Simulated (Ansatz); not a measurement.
SnO2:

```xyz
3
Lattice="0.0000 2.5741 2.5741 2.5741 0.0000 2.5741 2.5741 2.5741 0.0000" Properties=species:S:1:pos:R:3 pbc="T T T"
Sn    0.0000    0.0000    0.0000
O     3.8612    3.8612    3.8612
O     1.2871    1.2871    1.2871
```

Measurements of this composition are mostly on another form, of space group No. 136.

| Property | Result |
| --- | --- |
| Program | Ansatz 0.2.0 |
| Task | relaxation of cell and atoms |
| Functional | revPBE |
| Dispersion | D3(BJ) |
| Potentials or basis | Ansatz PAW |
| Cutoff | 420 eV (not typed: the program's choice for these potentials) |
| k mesh | 9 × 9 × 9 |
| Occupations | fermi-dirac, width 0.05 eV |
| Spin | no spin polarisation |

At the start: volume 11.37 Å³/atom.

Problem. Where does the relaxation end?

Solution. It ends after 6 steps and the volume is 11.13 Å³/atom (-2.1 %); space group Fm-3m (No. 225, to 0.05 Å).

Step by step:
| step | energy change (eV) | largest force (eV/Å) | volume (Å³) |
| --- | --- | --- | --- |
| 1 | 0.0000 | 0.0000 | 34.11 |
| 2 | -0.0130 | 0.0000 | 33.40 |
| 3 | -0.0129 | 0.0000 | 33.41 |
| 4 | -0.0093 | 0.0000 | 33.41 |
| 5 | -0.0094 | 0.0000 | 33.38 |
| 6 | -0.0093 | 0.0000 | 33.38 |

Final structure:
```
Sn O
1.0
     0.00000    2.55561    2.55561
     2.55561    0.00000    2.55561
     2.55561    2.55561    0.00000
Sn O
1 2
Direct
  0.00000 0.00000 0.00000
  0.75000 0.75000 0.75000
  0.25000 0.25000 0.25000
```

Caveat: the plane-wave basis is chosen anew once the cell has moved, so the energies of steps on either side of that aren't comparable; the pressure holds a Pulay correction of +0.9 GPa for the finite cutoff; pairwise dispersion overbinds metals, which lowers pressure and volume; the PAW data sets come from PBE, with cores solved anew for the run's functional, which leaves a small shift of forces and pressure.
